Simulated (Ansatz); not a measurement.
H2O on a (100) slab of W (Im-3m (No. 229)), 5 planes, outer planes W (top) and W (bottom), 1 a cell of 39.9 Å², relaxed and still whole (its atoms last):

```
CELL_PARAMETERS angstrom
6.31875 0.00000 0.00000
0.00000 6.31875 0.00000
0.00000 0.00000 24.31875
ATOMIC_POSITIONS crystal
W 0.25000 0.75000 0.32896
W 0.25000 0.25000 0.32896
W 0.75000 0.75000 0.32896
W 0.75000 0.25000 0.32896
W 0.50000 0.50000 0.39392
W 0.50000 0.00000 0.39392
W 0.00000 0.50000 0.39392
W 0.00000 0.00000 0.39392
W 0.75252 0.24838 0.45911
W 0.74775 0.75193 0.45903
W 0.24816 0.25108 0.45890
W 0.25202 0.74910 0.45901
W 0.00333 0.99454 0.52416
W 0.99605 0.50480 0.52437
W 0.49682 0.00521 0.52513
W 0.50328 0.49550 0.52475
W 0.28153 0.72352 0.58672
W 0.21271 0.27385 0.58620
W 0.71744 0.77409 0.58616
W 0.78296 0.23100 0.58819
O 0.64147 0.26148 0.67219
H 0.54930 0.13624 0.67609
H 0.54410 0.38473 0.66755
```

Theory: Ansatz, DFT PBE+D3(BJ), scalar-relativistic, plane waves, PAW. Settings: cutoff 420 eV, Γ-centred mesh 3×3×1 on the computed 23-atom cell, Gaussian smearing of 0.10 eV; no spin polarisation. A dipole correction removes the field between periodic images along c.

It binds with 1.44 eV a molecule against the clean slab and the free molecule (no zero-point or thermal terms); its shortest contact is O–W 2.24 Å. Take first-order desorption with no barrier to adsorption, no reaction on the face and an assumed prefactor of 10^13 s⁻¹.

Q: How long does a molecule stay at 300 K?

A: τ = ν⁻¹·exp(E/k_BT) with k_BT = 0.0259 eV: E/k_BT = 55.7, so τ ≈ 2×10^11 s. It doesn't desorb at this temperature.

Q: Where does its peak lie in a desorption experiment heated at 2 K/s?

A: The peak obeys E/(k_B·T_p²) = (ν/β)·exp(−E/k_BT_p). Solving gives T_p ≈ 522 K (E/k_BT_p = 32.0). An error of 0.1 eV in E moves it by about 36 K, and larger molecules have larger prefactors, which lowers it.

Q: Is this physisorption or chemisorption?

A: The tightest contact, O–W 2.24 Å, is 0.98 times the sum of covalent radii, and deformation and lateral interaction add up to -0.34 eV. This is chemisorption.

The molecule may also break up before it leaves, which wasn't tried.

An atom lies near a switch of its D3 coefficient C6 between reference coordination numbers, so the dispersion energy changes steeply there and can make or shift the minimum.